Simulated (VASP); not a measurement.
SnSe:

```
Sn Se
1.0
    11.46223    0.00000    0.00000
     0.00000    4.17155    0.00000
     0.00000    0.00000    4.37440
Sn Se
4 4
Cartesian
  1.3414 1.0429 0.4039
  4.3897 3.1287 2.5911
  7.0725 1.0429 1.7833
  10.1208 3.1287 3.9705
  4.1000 1.0429 0.1003
  1.6311 3.1287 2.2875
  9.8311 1.0429 2.0869
  7.3623 3.1287 4.2741
```

The cell isn't the ideal one: a relaxed cell with its volume scaled by 1.04.

| Item | Value |
| --- | --- |
| Program | VASP 6.6.1 |
| Task | relaxation of shape and atoms at fixed volume |
| Functional | LDA |
| Potentials or basis | VASP PAW LDA potentials, release 64 (Sn_d, Se) |
| Cutoff | 600 eV |
| k mesh | 4 × 8 × 8 |
| Occupations | gaussian, width 0.03 eV |
| Spin | no spin polarisation |

At the start: pressure -2.2 GPa; volume 26.15 Å³/atom.

**Question.** How do energy, volume and symmetry change on relaxing?

**Answer.** Over 18 steps the energy falls by 2.6 meV/atom; space group Pnma (No. 62, to 0.05 Å).

The path:
```csv
step,energy change (eV),largest force (eV/Å),pressure (GPa)
1,0.0000,0.2027,-2.19
2,-0.0097,0.1400,-1.98
3,-0.0176,0.0303,-1.47
4,-0.0176,0.0272,-1.49
5,-0.0188,0.0126,-1.45
6,-0.0188,0.0116,-1.45
7,-0.0191,0.0111,-1.44
8,-0.0194,0.0179,-1.42
9,-0.0194,0.0186,-1.42
10,-0.0195,0.0172,-1.42
11,-0.0199,0.0131,-1.41
12,-0.0203,0.0189,-1.40
13,-0.0205,0.0090,-1.39
14,-0.0205,0.0105,-1.39
15,-0.0206,0.0095,-1.38
16,-0.0208,0.0076,-1.38
17,-0.0210,0.0113,-1.37
18,-0.0210,0.0069,-1.38
```

Final structure:
```
Sn Se
1.0
    11.45732    0.00000    0.00000
     0.00000    4.14192    0.00000
     0.00000    0.00000    4.40759
Sn Se
4 4
Direct
  0.11808 0.25000 0.10572
  0.38192 0.75000 0.60572
  0.61808 0.25000 0.39428
  0.88192 0.75000 0.89428
  0.35625 0.25000 0.02404
  0.14375 0.75000 0.52404
  0.85625 0.25000 0.47596
  0.64375 0.75000 0.97596
```
